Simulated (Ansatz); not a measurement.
## A series in space group P6_3/mmc

All 4 crystals share space group P6_3/mmc (No. 194) and the same kinds of sites, 6 atoms in the primitive cell. They are database entries and needn't be the stable phases. The set is a selection: crystals with an unstable lattice, a very soft shear in a metal or doubtful stress slopes were left out. Cells are relaxed by PAW under the functional.

Quantity: elastic moduli (Hill averages, relaxed ions; θ_D from sound speeds over directions). Level: PBEsol, all-electron LAPW in Ansatz 0.2.0, scalar-relativistic.

| crystal | cell (conventional) | k mesh | smearing (eV) | B (GPa) | G (GPa) | C11 (GPa) | C33 (GPa) | C44 (GPa) | ν | θ_D (K) |
| --- | --- | --- | --- | --- | --- | --- | --- | --- | --- | --- |
| MoS₂ | a = 3.141, c = 12.571 Å | 8×8×2 | none | 43.1 | 33.6 | 225 | 21.7 | 11.1 | 0.190 | 253 |
| MoSe₂ | a = 3.269, c = 13.124 Å | 6×6×2 | none | 40.0 | 31.8 | 183 | 27.7 | 13.4 | 0.185 | 219 |
| Te₂Mo | a = 3.494, c = 14.007 Å | 8×8×2 | none | 37.2 | 31.6 | 132 | 37.4 | 21.1 | 0.169 | 215 |
| WSe₂ | a = 3.271, c = 13.222 Å | 6×6×2 | none | ? | ? | ? | ? | ? | ? | ? |

Question: What did the calculation give for WSe₂?

Answer: B = 40.4 GPa, G = 33.8 GPa, C11 = 197 GPa, C33 = 26.6 GPa, C44 = 13.1 GPa, ν = 0.173, θ_D = 189 K.

Keep in mind: no dispersion correction, so the spacing and stiffness between layers or molecules are poor; no spin-orbit coupling on heavy atoms (WSe₂).
